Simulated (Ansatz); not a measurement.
# Al$_{3}$Cu: energy along a strain

Al$_{3}$Cu, P4/mmm, a = 2.780 Å, c = 7.603 Å (as given, not relaxed at this level: 0.0 GPa, forces to 0.04 eV/Å). The structure is a Materials Project entry; whether it is the stable form wasn't checked. Ansatz: PBEsol, PAW, 420 eV, Γ-centred 18×18×6 mesh on 4 atoms, Gaussian smearing 0.15 eV; no spin polarisation. Cell vectors (Å): 2.780 0.000 0.000; 0.000 2.780 0.000; 0.000 0.000 7.603. The cell is strained by x per cent times the pattern (1 -1 0 0 0 0) in the order xx yy zz yz xz xy (engineering shears), with fractional coordinates held. y is the free energy over the start, V0 = 14.686 Å³/atom. Symmetry makes y even in x.

```
x (%) y (meV/atom)
-6.00             ?
-3.00         11.01
 0.00          0.00
 0.75          0.80
 1.50          3.13
 2.25          6.67
 3.75         15.91
 4.50         21.40
 5.25         27.68
```

**Question.** Fit y = c2 x² + c4 x⁴ to the other rows, get the stiffness along the pattern, and predict the missing energy.

**Answer.** Least squares on the rows shown. y = 1.2990 x² − 0.010991 x⁴. The clamped-ion stiffness p·C·p = 2 × 12.99 eV × 160.2 / 14.686 Å³ = 283 GPa (second derivative at the start, which stands under stress). With a term in x⁶ added, the coefficient of x² becomes 1.442, 11 % more, which shows how far this figure hangs on the form. At x = -6.00 the fit asked for gives 32.52 meV/atom. The run gave 35.14 meV/atom, so the fit is 2.62 meV/atom too low, 7.5 % of the span of the series, against an rms of 0.27 meV/atom on the fitted rows. The row lies outside the fitted range. With a term in x⁶ added, a fit to the same known rows predicts 36.20 meV/atom, a smaller miss on the other side.

The energy rises more slowly than a parabola, and y/x² falls steadily across the rows shown, so the lattice softens under this in-plane shear. The quartic fit lies below the data at the smallest strains, so 283 GPa probably understates the initial stiffness. The run at -6.00 falls between the two extrapolations, which suggests that the softening levels off.

The strain shortens the contacts along one in-plane axis and stretches those along the other. Their first-order energy changes cancel, leaving a restoring curvature. Steep short-range repulsion alone would normally make the curve stiffen, so the softening probably reflects redistribution of the metallic electrons as the strain splits bands that were equivalent along x and y.

With so short an a axis, all atoms must sit on fourfold axes, where no internal displacement couples linearly to this strain. Holding the fractional coordinates should therefore barely affect the initial stiffness, though it can alter the quartic term. A positive stiffness here doesn't establish stability against other shears or phonons.
